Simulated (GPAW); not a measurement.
# I (Fmmm) in GPAW: a series of runs, part 2 of 2

GPAW 26.7.0.

**3. One-shot levels on a semilocal density, PBE**

run.py

```python
import numpy as np
from ase.dft.bandgap import bandgap
from ase.io import read, write
from ase.units import GPa
from gpaw import GPAW, PW
from gpaw.hybrids import NonSelfConsistentHybridXCCalculator
from gpaw.hybrids.energy import non_self_consistent_energy

atoms = read('I.cif')

calc = GPAW(mode=PW(500),
            xc='PBE',
            kpts={'size': (4, 4, 4), 'gamma': True},
            occupations={'name': 'fermi-dirac', 'width': 0.05},
            nbands=12,
            convergence={'density': 1e-05, 'energy': 1e-05, 'bands': 8, 'eigenstates': 1e-07},
            symmetry={'point_group': False},
            maxiter=150,
            txt='gpaw.txt')
atoms.calc = calc
energy = atoms.get_potential_energy()
forces = atoms.get_forces()
stress = atoms.get_stress()
calc.write('gs.gpw')
write('result.traj', atoms)
print(f'Energy: {energy:.6f} eV')
print('Forces (eV/A):')
print(forces.round(4))
print('Stress (GPa):', (stress / GPa).round(3))
print('Fermi level:', round(calc.get_fermi_level(), 4), 'eV')
print(f'Gap: {bandgap(calc)[0]:.4f} eV, direct: {bandgap(calc, direct=True)[0]:.4f} eV')

for xc in ['HSE06', 'HSE03', 'PBE0']:
    e = non_self_consistent_energy(calc, xc).sum()
    print(f'{xc} energy on these orbitals: {e:.6f} eV')
    nsc = NonSelfConsistentHybridXCCalculator.from_dft_calculation(
        calc.dft, xc, log=f'levels-{xc}.txt')
    dft_skn, hyb_skn = nsc.calculate(calc.dft.ibzwfs, 0, 8)
    np.savetxt(f'levels-{xc}.dat', hyb_skn.reshape((-1, hyb_skn.shape[-1])), fmt='%.4f')
```

I.cif

```cif
data_I
_cell_length_a 4.56978285
_cell_length_b 4.48249819
_cell_length_c 3.22521405
_cell_angle_alpha 70.58369076
_cell_angle_beta 67.68554410
_cell_angle_gamma 41.73076514
_space_group_name_H-M_alt 'P1'
_space_group_name_Hall 'P 1'
_space_group_IT_number 1
loop_
_space_group_symop_operation_xyz
'x,y,z'
loop_
_atom_site_label
_atom_site_type_symbol
_atom_site_symmetry_multiplicity
_atom_site_Wyckoff_symbol
_atom_site_fract_x
_atom_site_fract_y
_atom_site_fract_z
_atom_site_occupancy
I1 I 1 a 0.0000000000 0.0000000000 0.0000000000 1
```

Potentials or basis: GPAW PAW data sets (gpaw-data 1.2.1), pw.

The run is started by

```console
$ OMP_NUM_THREADS=1 python run.py
```

gpaw.txt:

```text
__  _  _
 | _ |_)|_||  |
 |__||  | ||/\| - 26.7.0

Input parameters:
  mode=PW(ecut=500.0),
  convergence={'density': 1e-05, 'energy': 1e-05, 'bands': 8, 'eigenstates': 1e-07},
  kpts=MonkhorstPack(size=(4, 4, 4), gamma=True),
  maxiter=150,
  nbands=12,
  occupations=Occupations(name='fermi-dirac', width=0.05),
  symmetry=Symmetry(point_group=False),
  xc=XC(name='PBE')

Diagonalizing LCAO Hamiltonian
Converting LCAO to pw mode

       I

Atoms  # Å, Bohr magnetons
|   | symbol |        x |        y |        z |    initial magnetic moments |
|---|--------|----------|----------|----------|-----------------------------|
| 0 |      I | 0.000000 | 0.000000 | 0.000000 | ( 0.0000,  0.0000,  0.0000) |

Unit cell  # Å
| periodic |        x |        y |        z |  lengths |    angles |
|----------|----------|----------|----------|----------|-----------|
|      yes | 4.569783 | 0.000000 | 0.000000 | 4.569783 | 70.583691 |
|      yes | 3.345203 | 2.983691 | 0.000000 | 4.482498 | 67.685544 |
|      yes | 1.224580 | 0.237783 | 2.974200 | 3.225214 | 41.730765 |

Number of symmetries: 1
Symmetry operations  # r_c * U_cc + t_c -> r_c
|   | kind |            matrix            |
|---|------|------------------------------|
| 0 |  E   |  1, 0, 0,  0, 1, 0,  0, 0, 1 |

BZ-sampling:
  Number of BZ points: 64
  Number of IBZ points: 36

  Monkhorst-Pack size: [4, 4, 4]
  Monkhorst-Pack shift: [0.125, 0.125, 0.125]

K-points  # in reciprocal-cell coordinates
|     |                                coordinates |     weight |
|-----|--------------------------------------------|------------|
|   0 | (  0.00000000,   0.00000000,   0.00000000) | 0.01562500 |
|   1 | (  0.00000000,   0.00000000,   0.25000000) | 0.03125000 |
|   2 | (  0.00000000,   0.00000000,   0.50000000) | 0.01562500 |
|   3 | (  0.00000000,   0.25000000,  -0.25000000) | 0.03125000 |
|   4 | (  0.00000000,   0.25000000,   0.00000000) | 0.03125000 |
|   5 | (  0.00000000,   0.25000000,   0.25000000) | 0.03125000 |
|   6 | (  0.00000000,   0.25000000,   0.50000000) | 0.03125000 |
|   7 | (  0.00000000,   0.50000000,   0.00000000) | 0.01562500 |
|   8 | (  0.00000000,   0.50000000,   0.25000000) | 0.03125000 |
|   9 | (  0.00000000,   0.50000000,   0.50000000) | 0.01562500 |
| ... |                                            |            |
|  35 | (  0.50000000,   0.50000000,   0.50000000) | 0.01562500 |

Plane wave coefficients: 1044
Cutoff: 500.0 eV

Spin-components: 1 (collinear spins)
Bands:           12
Projectors:      5
Spin-degeneracy: 2
Datatype:        complex128

Parallelization:
  kpt:    1
  domain: 1
  band:   1

Density:
  Valence electrons: 7.0
  Components: 1
  Grid points: [24 24 18]
  Charge: 0.0  # |e|

Potential:
  Grid points: [24 24 18]

species:
  I:
    name:    Iodine
    Z:       53.0
    valence: 7
    core:    46
    charge:  0.0  # [|e|]
    compensation charges:
      type: gauss
      rc: 0.37  # [Å]
      lmax: 2
    cutoffs:
      filter: 2.06  # [Å]
      core: 2.90  # [Å]
    projectors
    | kind |    occ | energy [eV] | rcut [Å] |
    |------|--------|-------------|----------|
    |   5s |  2.000 |     -17.382 |    1.164 |
    |   5p |  5.000 |      -7.088 |    1.164 |
    |    s |        |       9.829 |    1.164 |
    |    p |        |      20.123 |    1.164 |
    |    d |        |       0.000 |    1.164 |

    Using partial waves for I as LCAO basis

Reference energy: -193540.795666  # eV

eigensolver:
  PPCG
  Converge bands: 8
  niter=2

density mixing:
  MSR1-Mixer
  Pratt-step length: 0.05
  Maximum mixing coefficient: 0.75
  Old densities: 10
  SVD Regularization: 0.005
  Good broyden scale: 1.0
  Trust region scale: 1.0
  Backstep threshold: 4.0
  History deletion threshold: 6.0
  Fourier metric: weight=20.0, sigma=0.015

occupation numbers:
  Fermi-Dirac:
    width: 0.0500  # eV

poisson solver:
  ecut: 4000.0  # eV

xc functional:
  name: PBE with 2 nearest neighbor stencil

convergence criteria:
- Maximum integral of absolute [dens]ity change: 1e-05 electrons / valence electron
- Maximum [total energy] change in last 3 cyles: 1e-05 eV / valence electron
- Maximum integral of absolute [eigenst]ate change: 1e-07 eV^2 / valence electron
maximum number of iterations: 150

SCF iterations
|iter     | |      energy | eigst |  dens |
|---------|-|-------------|-------|-------|
|iter:   1| |   -1.747891 | +2.21 |       |
|iter:   2| |   -1.744060 | +0.94 | -1.31 |
|iter:   3| |   -1.714480 | -0.89 | -1.33 |
|iter:   4| |   -1.713656 | -2.86 | -1.91 |
|iter:   5| |   -1.713685 | -4.27 | -2.45 |
|iter:   6| |   -1.713692c| -5.59 | -3.12 |
|iter:   7| |   -1.713692c| -6.48 | -4.11 |
|iter:   8| |   -1.713692c| -7.22c| -4.70 |
|iter:   9| |   -1.713692c| -8.27c| -6.06c|

Converged in 9 steps
Energy contributions relative to reference atoms: (reference = -193540.795666)

Energy contributions:
  Kinetic:          -0.189564
  Coulomb:           0.020726
  Zero:             -0.005779
  External:          0.000000
  Xc:               -1.539074
  Entropy:          -0.000002
  Spinorbit:         0.000000
  ----------------------------
  Free energy:      -1.713693
  Extrapolated:     -1.713692

dipole moment: (-44.871817, -15.816220, -14.602201)  # |e|*Ang

Fermi level: 3.416
Eigenvalues  # (at kpt = [0.000, 0.000, 0.000])
| band index |      eig [eV] | occ [0-2] |
|------------|---------------|-----------|
|          0 |       -10.481 |     2.000 |
|          1 |         1.457 |     2.000 |
|          2 |         4.149 |     0.000 |
|          3 |         4.454 |     0.000 |
|          4 |         7.959 |     0.000 |
|          5 |        10.973 |     0.000 |
|          6 |        11.663 |     0.000 |
|          7 |        15.706 |     0.000 |
|          8 |        16.038 |     0.000 |
|          9 |        16.179 |     0.000 |
|        ... |               |           |
|         11 |        21.793 |     0.000 |

No gap
No difference between direct/indirect transitions

Forces  # eV/Ang
|       x |        y |        z |
|---------|----------|----------|
| 0.00000 | -0.00000 | -0.00000 |  # I    0

Stress tensor  # eV/Ang^3
|         x |         y |         z |
|-----------|-----------|-----------|
|  0.000138 | -0.006446 |  0.006981 |
| -0.006446 |  0.010058 | -0.000034 |
|  0.006981 | -0.000034 |  0.010059 |

# Writing to gs.gpw (mode='')
```

It took 3.2 min on 1 thread of AMD EPYC 7B13 (Zen 3), shared host; peak memory 0.24 GiB.

Results:

```
Free energy            : -1.7137 eV
Pressure               : -1.1 GPa
Band gap on the k mesh : none (metal or under the smearing width)
```

Caveat: the k mesh is coarse (spacing up to 0.53 Å⁻¹), so the values aren't converged; the cutoff is short for stress and forces, so pressures can be off by a GPa or more; one-shot exact exchange on a metal's smeared states is rough; an odd number of electrons without spin polarisation forces a metal; a magnetic or distorted state may lie lower. The run has no spin-orbit coupling, so splittings on I are missing.

**4. Band structure, PBE, spin-orbit coupling, no magnetisation**

run.py

```python
import numpy as np
from ase.dft.bandgap import bandgap
from ase.io import read, write
from ase.units import GPa
from gpaw import GPAW, PW
from gpaw.spinorbit import soc_eigenstates

atoms = read('I.xyz')

calc = GPAW(mode=PW(600),
            xc='PBE',
            kpts={'size': (7, 7, 7), 'gamma': True},
            occupations={'name': 'fermi-dirac', 'width': 0.05},
            nbands=10,
            convergence={'density': 1e-05, 'energy': 1e-05},
            maxiter=150,
            txt='gpaw.txt')
atoms.calc = calc
energy = atoms.get_potential_energy()
forces = atoms.get_forces()
stress = atoms.get_stress()
calc.write('gs.gpw')
write('result.traj', atoms)
print(f'Energy: {energy:.6f} eV')
print('Forces (eV/A):')
print(forces.round(4))
print('Stress (GPa):', (stress / GPa).round(3))
print('Fermi level:', round(calc.get_fermi_level(), 4), 'eV')
print(f'Gap: {bandgap(calc)[0]:.4f} eV, direct: {bandgap(calc, direct=True)[0]:.4f} eV')

path = atoms.cell.bandpath('GYCDXGZD1HC,C1Z,XH1,HY,LG', npoints=80, eps=1e-4)
bs_calc = calc.fixed_density(kpts=path, symmetry='off', nbands=20,
                             convergence={'bands': 'CBM+6.0', 'eigenstates': 1e-6}, txt='bands.txt')
bs = bs_calc.band_structure()
bs.write('bs.json')
print(f'Gap on the path: {bandgap(bs_calc)[0]:.4f} eV')

soc = soc_eigenstates(bs_calc, theta=90, phi=45)
np.savetxt('soc_bands.dat', soc.eigenvalues(), fmt='%.4f')
mesh = soc_eigenstates('gs.gpw', theta=90, phi=45)
np.savetxt('soc_mesh.dat', mesh.eigenvalues(), fmt='%.4f')
print('Fermi level with spin-orbit coupling:', round(mesh.fermi_level, 4), 'eV')
```

I.xyz

```xyz
1
Lattice="0.0000000000 2.3656004428 3.9098401324 2.1922454667 0.0000000000 3.9098401324 2.1922454667 2.3656004428 0.0000000000" Properties=species:S:1:pos:R:3 pbc="T T T"
I      0.0000000000      0.0000000000      0.0000000000
```

The run is started by

```console
$ OMP_NUM_THREADS=1 python run.py
```

Wall time 41 s (1 thread of AMD EPYC 7B13 (Zen 3), shared host); peak memory 0.25 GiB.

Results (log left out):

```
Free energy             : -1.3192 eV
Pressure                : 0.7 GPa
Band gap along the path : none (metal or under the smearing width)
```

Stress tensor (GPa, compression positive):
```
0.82 0.00 0.00
0.00 0.43 0.00
0.00 0.00 0.86
```

Levels at the corners of the path, in eV from the Fermi level:
| point | band 4 | band 5 | band 6 | band 7 | band 8 | band 9 | band 10 | band 11 | band 12 |
| --- | --- | --- | --- | --- | --- | --- | --- | --- | --- |
| Γ | -2.10 | 0.51 | 0.51 | 1.45 | 1.45 | 4.57 | 4.57 | 7.59 | 7.59 |
| Y | -4.57 | -3.40 | -3.40 | -0.41 | -0.41 | 3.99 | 3.99 | 6.66 | 6.66 |
| C | -4.23 | -3.25 | -3.25 | -1.03 | -1.03 | 5.36 | 5.36 | 6.89 | 6.89 |
| D | -4.31 | -3.49 | -3.49 | -0.83 | -0.83 | 4.11 | 4.11 | 5.95 | 5.95 |
| X | -4.40 | -3.57 | -3.57 | -0.70 | -0.70 | 3.93 | 3.93 | 5.80 | 5.80 |
| Γ | -2.10 | 0.51 | 0.51 | 1.45 | 1.45 | 4.57 | 4.57 | 7.59 | 7.59 |
| Z | -4.11 | 0.19 | 0.19 | 1.22 | 1.22 | 7.05 | 7.05 | 7.34 | 7.34 |
| D1 | -4.31 | -3.49 | -3.49 | -0.83 | -0.83 | 4.11 | 4.11 | 5.95 | 5.95 |
| H | -4.42 | -3.55 | -3.55 | -0.66 | -0.66 | 4.04 | 4.04 | 6.19 | 6.19 |
| C | -4.23 | -3.25 | -3.25 | -1.03 | -1.03 | 5.36 | 5.36 | 6.89 | 6.89 |
| C1 | -4.23 | -3.25 | -3.25 | -1.03 | -1.03 | 5.36 | 5.36 | 6.89 | 6.89 |
| Z | -4.11 | 0.19 | 0.19 | 1.22 | 1.22 | 7.05 | 7.05 | 7.34 | 7.34 |
| X | -4.40 | -3.57 | -3.57 | -0.70 | -0.70 | 3.93 | 3.93 | 5.80 | 5.80 |
| H1 | -4.42 | -3.55 | -3.55 | -0.66 | -0.66 | 4.04 | 4.04 | 6.19 | 6.19 |
| H | -4.42 | -3.55 | -3.55 | -0.66 | -0.66 | 4.04 | 4.04 | 6.19 | 6.19 |
| Y | -4.57 | -3.40 | -3.40 | -0.41 | -0.41 | 3.99 | 3.99 | 6.66 | 6.66 |
| L | -5.27 | -1.75 | -1.75 | 1.75 | 1.75 | 4.82 | 4.82 | 9.23 | 9.23 |
| Γ | -2.10 | 0.51 | 0.51 | 1.45 | 1.45 | 4.57 | 4.57 | 7.59 | 7.59 |

Caveat: spin-orbit coupling was added after a scalar SCF, so levels and gaps hold it while energy, forces, pressure and moments don't; this program's spin-orbit splittings come out too wide for heavy elements.

**5. Summary**

| task | level | potentials or basis | spin | k mesh | cutoff (eV) | band path | band points | hybrids on these orbitals | symmetry | spin axis theta (degrees) | mesh quality | pressure (GPa) |
| --- | --- | --- | --- | --- | --- | --- | --- | --- | --- | --- | --- | --- |
| band structure | GLLB-SC | the program's PAW data sets (release 1.2.1) made for this functional, pw | off | 7 × 7 × 7 | 600 | GYCDXGZD1HC,C1Z,XH1,HY,LG | 80 | - | - | - | not flagged | - |
| one-shot levels on a semilocal density | PBE | GPAW PAW data sets (gpaw-data 1.2.1), pw | off | 4 × 4 × 4 | 500 | - | - | ["HSE06", "HSE03", "PBE0"] | point_group=False | - | coarse | -1.1 |
| band structure | PBE | GPAW PAW data sets (gpaw-data 1.2.1), pw | SOC, no magnetisation | 7 × 7 × 7 | 600 | GYCDXGZD1HC,C1Z,XH1,HY,LG | 80 | - | - | 90 | not flagged | 0.7 |

Alike in all rows: cell as given; smearing fermi-dirac 0.05 eV.

Caveats: some runs use coarse meshes; an odd number of electrons without spin polarisation forces a metal (some runs); a magnetic or distorted state may lie lower (some runs); a model potential gives levels but no total energy (some runs); spin-orbit coupling is left out, which moves the levels of the heavy elements (some runs); the cutoff is short for stress and forces, so pressures can be off by a GPa or more (some runs); one-shot exact exchange on a metal's smeared states is rough (some runs); spin-orbit coupling was added after a scalar SCF, so levels and gaps hold it while energy, forces, pressure and moments don't (some runs).

Total energies depend on the potentials used, so only differences within one code and one set of settings carry meaning.
